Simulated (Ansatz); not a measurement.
# InSe: the cost of one run

Method: DFT PBE, scalar-relativistic, plane waves, PAW, in Ansatz 0.2.0.

A COD entry behind a cell of this session may itself be a prediction, so a difference from it is no test against experiment.

## 1. Starting point

Symmetry: R3m, No. 160, trigonal system. The conventional cell has a = 4.000 Å, b = 4.000 Å, c = 24.950 Å, α = 90.00°, β = 90.00°, γ = 120.00°. In (site symmetry 3m) has 3 Se at 2.64 Å and 1 In at 2.80 Å as nearest neighbours. Se (site symmetry 3m) has 3 In at 2.64 Å as nearest neighbours.

As a file:

```cif
data_structure
_symmetry_space_group_name_H-M 'R3m:H'
_symmetry_Int_Tables_number 160
_cell_length_a 4.0000
_cell_length_b 4.0000
_cell_length_c 24.9500
_cell_angle_alpha 90.000
_cell_angle_beta 90.000
_cell_angle_gamma 120.000
_cell_volume 345.72
loop_
_atom_site_label
_atom_site_type_symbol
_atom_site_symmetry_multiplicity
_atom_site_Wyckoff_symbol
_atom_site_fract_x
_atom_site_fract_y
_atom_site_fract_z
_atom_site_occupancy
In1 In 3 a 0.00000 0.00000 0.00000 1
In2 In 3 a 0.66667 0.33333 0.22113 1
Se1 Se 3 a 0.33333 0.66667 0.05117 1
Se2 Se 3 a 0.00000 0.00000 0.17000 1
```

(A quick probe on a coarse mesh, which set the mesh and smearing, is not shown.)

## 3. Full relaxation

input.yaml

```yaml
crystal:
  lattice:
    - [1.9999996503, 1.1547003365, 8.31667]
    - [-1.9999996503, 1.1547003365, 8.31667]
    - [0.0, -2.309400673, 8.31667]
  atoms:
    - { symbol: In, position: [0.0, 0.0, 0.0] }
    - { symbol: In, position: [0.1122, 0.1122, 0.1122] }
    - { symbol: Se, position: [0.6155, 0.6155, 0.6155] }
    - { symbol: Se, position: [0.83, 0.83, 0.83] }
basis:
  ecutwfc: 420
kpoints:
  mp_grid: { grid: [12, 12, 12] }
hamiltonian:
  xc: pbe
scf:
  occupations: { method: gaussian, width: 0.02 }
output:
  forces: true
  stress: true
  eigenvalues: true
relax:
  adjacent_minimum: "off"
  f_tol: 0.01
  max_steps: 80
  cell: { stress_tol: 0.05 }
```

On the command line:

```sh
> ansatz run input.yaml --threads 1 --pin off --max-ram 2560MiB --backend cpu --events-out ev --progress --plain --runs-dir out
```

**Question.** How long does this run take on 1 thread of Intel Xeon 6975P-C (Granite Rapids), shared host, and how much memory does it need?

About 5.6 min, with a peak of 0.88 GiB.
